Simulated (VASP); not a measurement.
# SrO (Fm-3m) in VASP: settings compared

One crystal, SrO, is run at these levels: PBEsol, r2SCAN; tasks: single point.

All numbers are computed with VASP 6.6.1; they aren't measurements. Logs are shortened: lines on timing, memory, paths and dates and some standing lists are left out, and cuts for length are marked.

## 1. The crystal as given

The structure is cubic, space group Fm-3m (No. 225). The conventional cell has a = 5.132 Å, b = 5.132 Å, c = 5.132 Å, α = 90.00°, β = 90.00°, γ = 90.00°. Around Sr (site symmetry m-3m) lie 6 O at 2.57 Å. Around O (site symmetry m-3m) lie 6 Sr at 2.57 Å.

## 2. Single point, PBEsol

INCAR

```
PREC = Accurate
ENCUT = 900
EDIFF = 1E-7
ISMEAR = 0
SIGMA = 0.02
LREAL = F
LASPH = T
NELM = 60
ALGO = Normal
ISIF = 2
LWAVE = F
LCHARG = F
GGA = PS
NBANDS = 15
```

KPOINTS

```
Automatic mesh
0
Gamma
  8 8 8
```

POSCAR

```
SrO
1.0
    0.0000000000      2.5661400000      2.5661400000
    2.5661400000      0.0000000000      2.5661400000
    2.5661400000      2.5661400000      0.0000000000
Sr O
1 1
Direct
    0.0000000000      0.0000000000      0.0000000000
    0.5000000000      0.5000000000      0.5000000000
```

Potentials or basis: VASP PAW PBE potentials, release 64 (Sr_sv, O_h).

Run with:

```console
cat potpaw_PBE.64/Sr_sv/POTCAR potpaw_PBE.64/O_h/POTCAR > POTCAR
mpirun -np 1 vasp_std > vasp.out
```

OUTCAR:

```text
PREC = Accurate
   ENCUT = 900
   EDIFF = 1E-7
   ISMEAR = 0
   LREAL = F
   LASPH = T
   NELM = 60
   ISIF = 2
   GGA = PS

 ion  position               nearest neighbor table
   1  0.000  0.000  0.000-   2 2.57   2 2.57   2 2.57   2 2.57   2 2.57   2 2.57
   2  0.500  0.500  0.500-   1 2.57   1 2.57   1 2.57   1 2.57   1 2.57   1 2.57

  LATTYP: Found a face centered cubic cell.
 ALAT       =     5.1322800000

  Lattice vectors:

 A1 = (   0.0000000000,   2.5661400000,   2.5661400000)
 A2 = (   2.5661400000,   0.0000000000,   2.5661400000)
 A3 = (   2.5661400000,   2.5661400000,   0.0000000000)

Analysis of symmetry for initial positions (statically):
=====================================================================
 Subroutine PRICEL returns:
 Original cell was already a primitive cell.

 Routine SETGRP: Setting up the symmetry group for a
 face centered cubic supercell.

 Subroutine GETGRP returns: Found 48 space group operations
 (whereof 48 operations were pure point group operations)
 out of a pool of 48 trial point group operations.

The static configuration has the point symmetry O_h .

Analysis of symmetry for dynamics (positions and initial velocities):
=====================================================================
 Subroutine PRICEL returns:
 Original cell was already a primitive cell.

 Routine SETGRP: Setting up the symmetry group for a
 face centered cubic supercell.

 Subroutine GETGRP returns: Found 48 space group operations
 (whereof 48 operations were pure point group operations)
 out of a pool of 48 trial point group operations.

The dynamic configuration has the point symmetry O_h .

 Subroutine INISYM returns: Found 48 space group operations
 (whereof 48 operations are pure point group operations),
 and found     1 'primitive' translations

----------------------------------------------------------------------------------------

                                     Primitive cell

  volume of cell :      33.7964

  direct lattice vectors                    reciprocal lattice vectors
     0.000000000  2.566140000  2.566140000    -0.194845176  0.194845176  0.194845176
     2.566140000  0.000000000  2.566140000     0.194845176 -0.194845176  0.194845176
     2.566140000  2.566140000  0.000000000     0.194845176  0.194845176 -0.194845176

  length of vectors
     3.629069991  3.629069991  3.629069991     0.337481744  0.337481744  0.337481744

  position of ions in fractional coordinates (direct lattice)
     0.000000000  0.000000000  0.000000000
     0.500000000  0.500000000  0.500000000

  ion indices of the primitive-cell ions
   primitive index   ion index
                 1           1
                 2           2

----------------------------------------------------------------------------------------

 KPOINTS: Automatic mesh

Automatic generation of k-mesh.
 Grid dimensions read from file:
 generate k-points for:    8    8    8

 Generating k-lattice:

  Cartesian coordinates                     Fractional coordinates (reciprocal lattice)
    -0.024355647  0.024355647  0.024355647     0.125000000  0.000000000  0.000000000
     0.024355647 -0.024355647  0.024355647     0.000000000  0.125000000  0.000000000
     0.024355647  0.024355647 -0.024355647     0.000000000  0.000000000  0.125000000

  Length of vectors
     0.042185218  0.042185218  0.042185218

  Shift w.r.t. Gamma in fractional coordinates (k-lattice)
     0.000000000  0.000000000  0.000000000

 Subroutine IBZKPT returns following result:
 ===========================================

 Found     29 irreducible k-points:

 Following reciprocal coordinates:
            Coordinates               Weight
  0.000000  0.000000  0.000000      1.000000
  0.125000  0.000000  0.000000      8.000000
  0.250000  0.000000  0.000000      8.000000
  0.375000  0.000000  0.000000      8.000000
  0.500000  0.000000  0.000000      4.000000
  0.125000  0.125000  0.000000      6.000000
[... 16 lines left out ...]
  0.500000  0.250000  0.125000     48.000000
 -0.375000  0.250000  0.125000     24.000000
 [... further k-points ...]
   k-points           NKPTS =     29   k-points in BZ     NKDIM =     29   number of bands    NBANDS=     15
   number of dos      NEDOS =    301   number of ions     NIONS =      2
   total plane-waves  NPLWV =  46656
   dimension x,y,z NGX =    36 NGY =   36 NGZ =   36
   dimension x,y,z NGXF=    72 NGYF=   72 NGZF=   72
   ions per type =               1   1
   NGX,Y,Z   is equivalent  to a cutoff of  16.49, 16.49, 16.49 a.u.
   NGXF,Y,Z  is equivalent  to a cutoff of  32.98, 32.98, 32.98 a.u.
 SYSTEM =  unknown system
   PREC   = accura    normal or accurate (medium, high low for compatibility)
   ISTART =      0    job   : 0-new  1-cont  2-samecut
   ICHARG =      2    charge: 1-file 2-atom 10-const
   ISPIN  =      1    spin polarized calculation?
   LNONCOLLINEAR =      F non collinear calculations
   LSORBIT =      F    spin-orbit coupling
   LASPH  =      T    aspherical Exc in radial PAW
   ENCUT  =  900.0 eV  66.15 Ry    8.13 a.u.   8.88  8.88  8.88*2*pi/ulx,y,z
   NELM   =     60;   NELMIN=  2; NELMDL= -5     # of ELM steps
   EDIFF  = 0.1E-06   stopping-criterion for ELM
   LREAL  =      F    real-space projection
   EDIFFG = 0.1E-05   stopping-criterion for IOM
   NSW    =      0    number of steps for IOM
   IBRION =     -1    ionic relax: 0-MD 1-quasi-New 2-CG
   NFREE  =      0    steps in history (QN), initial steepest desc. (CG)
   ISIF   =      2    stress and relaxation
   ISYM   =      2    0-nonsym 1-usesym 2-fastsym
   POTIM  = 0.5000    time-step for ionic-motion
   TEBEG  =    0.0;   TEEND  =   0.0 temperature during run
   PSTRESS=    0.0 pullay stress
   NELECT =      16.0000    total number of electrons
   NUPDOWN=      -1.0000    fix difference up-down
   EMIN   =  10.00;   EMAX   =-10.00  energy-range for DOS
   EFERMI =   0.00;   METHOD = LEGACY
   ISMEAR =     0;   SIGMA  =   0.02  broadening in eV -4-tet -1-fermi 0-gaus
   EFERMI_NEDOS =   21; number of points for ismear=-14 and -15
   IALGO  =     38    algorithm
   IMIX   =      4    mixing-type and parameters
     AMIX     =   0.40;   BMIX     =  1.00
     AMIX_MAG =   1.60;   BMIX_MAG =  1.00
  volume/ion in A,a.u.               =      16.90       114.03
  Fermi-wavevector in a.u.,A,eV,Ry     =   1.275923  2.411145 22.150007  1.627980
  Thomas-Fermi vector in A             =   2.408608
   LORBIT       =      0    0 simple, 1 ext, 2 COOP (PROOUT), +10 PAW based schemes
   GGA     = PS    functional components
   LHFCALC =     F    Hartree Fock is set to
   AEXX    =    0.0000 exact exchange contribution
   IVDW    =     0    specifies the selected vdW correction
   LEPSILON=     F    determine dielectric tensor
   LRPA    =     F    only Hartree local field effects (RPA)
 non-spin polarized calculation
 Gauss-broadening in eV      SIGMA  =   0.02
  energy-cutoff  :      900.00
  volume of cell :       33.80
 maximum number of plane-waves:      2120
   NGX = 17   NGY = 17   NGZ = 17

 number of electron      16.0000002 magnetization

 Free energy of the ion-electron system (eV)
  ---------------------------------------------------
  ext. energy  EPLUGINS =         0.00000000
  ---------------------------------------------------
  free energy    TOTEN  =       -12.64493857 eV

  energy without entropy =      -12.64493857  energy(sigma->0) =      -12.64493857

 E-fermi :   1.9612     XC(G=0): -10.3071

 val. band max:        1.7414027856   @ k =   0.0000   0.0000   0.0000
 cond. band min:       4.8955290648   @ k =   0.5000   0.5000   0.0000
 fundamental gap:      3.1541262793
 Fermi energy:         1.9611749779

 k-point     1 :       0.0000    0.0000    0.0000
  band No.  band energies     occupation
      1     -30.4740      2.00000
      2     -13.2629      2.00000
      3     -12.1209      2.00000
      4     -12.1209      2.00000
      5     -12.1209      2.00000
      6       1.7414      2.00000
      7       1.7414      2.00000
      8       1.7414      2.00000
      9       5.6066      0.00000
     10       7.9177      0.00000
     11       7.9177      0.00000
     12       7.9177      0.00000
     13      10.1257      0.00000
     14      10.1257      0.00000
     15      14.2568      0.00000

 k-point     2 :       0.1250    0.0000    0.0000
  band No.  band energies     occupation
      1     -30.4531      2.00000
      2     -13.6291      2.00000
      3     -12.1336      2.00000
      4     -12.1336      2.00000
      5     -11.8059      2.00000
      6       1.2707      2.00000
      7       1.5390      2.00000
      8       1.5390      2.00000
      9       6.3196      0.00000
     10       7.7549      0.00000
     11       8.2293      0.00000
     12       8.2293      0.00000
     13      10.5418      0.00000
     14      10.5418      0.00000
     15      15.2822      0.00000

 k-point     3 :       0.2500    0.0000    0.0000
  band No.  band energies     occupation
      1     -30.4020      2.00000
      2     -14.2095      2.00000
      3     -12.1639      2.00000
      4     -12.1639      2.00000
      5     -11.3496      2.00000
      6       0.4213      2.00000
      7       1.1030      2.00000
      8       1.1030      2.00000
      9       7.6727      0.00000
     10       7.8782      0.00000
     11       9.0764      0.00000
     12       9.0764      0.00000
     13      11.5806      0.00000
     14      11.5806      0.00000
     15      17.3491      0.00000
[... 343 lines left out ...]
 k-point    23 :       0.5000    0.2500    0.1250
  band No.  band energies     occupation
      1     -30.3236      2.00000
      2     -14.4079      2.00000
      3     -12.5045      2.00000
      4     -12.3043      2.00000
      5     -11.3223      2.00000
      6       0.1628      2.00000
      7       0.7878      2.00000
      8       1.2118      2.00000
      9       7.2356      0.00000
     10       8.8660      0.00000
     11      10.6679      0.00000
     12      10.8433      0.00000
     13      12.8762      0.00000
     14      13.8131      0.00000
     15      15.9853      0.00000

 k-point    24 :      -0.3750    0.2500    0.1250
  band No.  band energies     occupation
      1     -30.3064      2.00000
      2     -14.4769      2.00000
      3     -12.5286      2.00000
      4     -12.3618      2.00000
      5     -11.2930      2.00000
      6       0.1238      2.00000
      7       0.8603      2.00000
      8       0.9417      2.00000
      9       8.0601      0.00000
     10       8.4106      0.00000
     11      11.0680      0.00000
     12      11.2780      0.00000
     13      13.4223      0.00000
     14      14.6892      0.00000
     15      15.0499      0.00000

 [... further k-points ...]

------------------------ aborting loop because EDIFF is reached ----------------------------------------

  FORCE on cell =-STRESS in cart. coord.  units (eV):
  Direction    XX          YY          ZZ          XY          YZ          ZX
  --------------------------------------------------------------------------------------
  -------------------------------------------------------------------------------------
  Total       -0.0349197     -0.0349197     -0.0349197      0.0000000     -0.0000000      0.0000000
  in kB       -1.6554265     -1.6554265     -1.6554265      0.0000000     -0.0000000      0.0000000
  external PRESSURE =      -1.6554265 kB  Pullay stress =       0.0000000 kB

 VOLUME and BASIS-vectors are now :
 -----------------------------------------------------------------------------
  energy-cutoff  :      900.00
  volume of cell :       33.80
      direct lattice vectors                 reciprocal lattice vectors
     0.000000000  2.566140000  2.566140000    -0.194845176  0.194845176  0.194845176
     2.566140000  0.000000000  2.566140000     0.194845176 -0.194845176  0.194845176
     2.566140000  2.566140000  0.000000000     0.194845176  0.194845176 -0.194845176

 POSITION                                       TOTAL-FORCE (eV/Angst)
 -----------------------------------------------------------------------------------
      0.00000      0.00000      0.00000         0.000000      0.000000      0.000000
      2.56614      2.56614      2.56614         0.000000     -0.000000     -0.000000
 -----------------------------------------------------------------------------------
    total drift:                                0.000000      0.000000      0.000000

  FREE ENERGIE OF THE ION-ELECTRON SYSTEM (eV)
  ---------------------------------------------------
  free  energy   TOTEN  =       -12.6449385708 eV

  energy  without entropy=      -12.6449385708  energy(sigma->0) =      -12.64493857
```

It took 13 s on 1 thread of Intel Xeon 6975P-C (Granite Rapids), shared host; peak memory 0.22 GiB.

What came out:

```yaml
Free_energy: -12.6449 eV
Pressure: -0.2 GPa
Band_gap_on_the_k_mesh: 3.15 eV, indirect (least direct gap 3.24 eV)
```

Caveat: the cutoff is under 1.25 times the usual one of these potentials, so pressure, stress and relaxed cells hold a basis-set (Pulay) error; the PAW data sets were made with another functional, which shifts forces and pressure a little. A k mesh can miss the band edges.

## 3. Single point, r2SCAN

INCAR

```
PREC = Accurate
ENCUT = 520
EDIFF = 1E-7
ISMEAR = 0
SIGMA = 0.02
LREAL = F
LASPH = T
NELM = 60
ALGO = Normal
ISIF = 2
LWAVE = F
LCHARG = F
METAGGA = R2SCAN
LMIXTAU = T
NBANDS = 15
```

KPOINTS is that of step 2.

POSCAR is that of step 2.

Potentials or basis: VASP PAW PBE potentials, release 64 (Sr_sv, O).

Run with:

```console
cat potpaw_PBE.64/Sr_sv/POTCAR potpaw_PBE.64/O/POTCAR > POTCAR
mpirun -np 1 vasp_std > vasp.out
```

Run time: 42 s. Hardware: 1 thread of Intel Xeon 6975P-C (Granite Rapids), shared host; peak memory 0.16 GiB.

It converged, with:

```yaml
Free_energy: -27.0508 eV
Pressure: 2.1 GPa
Band_gap_on_the_k_mesh: 3.74 eV, indirect (least direct gap 3.82 eV)
```

Levels at points of the mesh, in eV from the valence-band top:
| k point | band 6 | band 7 | band 8 | band 9 | band 10 | band 11 |
| --- | --- | --- | --- | --- | --- | --- |
| (0.00, 0.00, 0.00) | 0.00 | 0.00 | 0.00 | 4.70 | 6.79 | 6.79 |
| (0.50, 0.00, 0.00) | -2.13 | -1.14 | -1.14 | 7.14 | 9.13 | 9.52 |
| (0.50, 0.50, 0.00) | -0.42 | -0.08 | -0.08 | 3.74 | 8.57 | 10.96 |

Caveat: the PAW data sets were made with another functional, which shifts forces and pressure a little. r2SCAN opens gaps a little over a GGA but as a rule still falls short of measured ones.
